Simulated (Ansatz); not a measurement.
Re: relaxation of cell and atoms

Method: DFT, PBE, PAW with Ansatz's default frozen-core files, scalar-relativistic (Ansatz 0.2.0).

Command: `ansatz run input.yaml --threads 1 --pin off --max-ram 2048MiB --backend cpu --events-out ev --progress --plain --runs-dir out` The run took 5.9 s on 1 thread of Intel(R) Xeon(R) Platinum 8175M CPU @ 2.50GHz (Skylake/Cascade Lake), on a shared host.

```yaml
crystal:
  lattice:
    - [2.689399302, 0.0, 0.0]
    - [0.0, 2.689399302, 0.0]
    - [0.0, 0.0, 2.689399302]
  atoms:
    - { symbol: Re, position: [0.0, 0.0, 0.0] }
kpoints:
  mp_grid: { grid: [12, 12, 12] }
scf:
  occupations: { method: fermi_dirac, width: 0.08 }
hamiltonian:
  xc: pbe
  pseudopotentials: { kind: paw }
output:
  forces: true
  stress: true
relax:
  f_tol: 0.005
  max_steps: 80
  cell: {}
```

Spin polarisation is left out, and whether a magnetic state lies lower isn't shown here.

No spin–orbit coupling, which matters for the heavy atoms here.

The cell is built from the sc type as a first guess.

The cutoff is 420 eV; energies and pressures of the walk include the program's estimate of the Pulay term.

Each frame lists the cell vectors (Å), then Cartesian positions (Å); symmetry keeps all forces zero. Free energies count from the first step, -10866.4949 eV.

The walk took 6 evaluations in all; steps that aren't listed are left out.

Step 1: E = 0.0 meV, P = -24.49 GPa

```
cell 2.6894 0.0000 0.0000 0.0000 2.6894 0.0000 0.0000 0.0000 2.6894
Re    0.0000    0.0000    0.0000
```

Step 2: E = -187.1 meV, P = 7.07 GPa

```
cell 2.5583 0.0000 0.0000 0.0000 2.5583 0.0000 0.0000 0.0000 2.5583
Re    0.0000    0.0000    0.0000
```

Step 3: E = -195.6 meV, P = -1.53 GPa

```
cell 2.5855 0.0000 0.0000 0.0000 2.5855 0.0000 0.0000 0.0000 2.5855
Re    0.0000    0.0000    0.0000
```

Task: How does the relaxation end?

Result: It converges, with a = 2.580 Å, b = 2.580 Å, c = 2.580 Å, α = 90.00°, β = 90.00°, γ = 90.00° (conventional cell, space group Pm-3m). The last solve (on a basis chosen afresh for the final cell, so its energy is not quite comparable) gives E = -194.5 meV, P = -0.01 GPa:
```
cell 2.5803 0.0000 0.0000 0.0000 2.5803 0.0000 0.0000 0.0000 2.5803
Re    0.0000    0.0000    0.0000
```
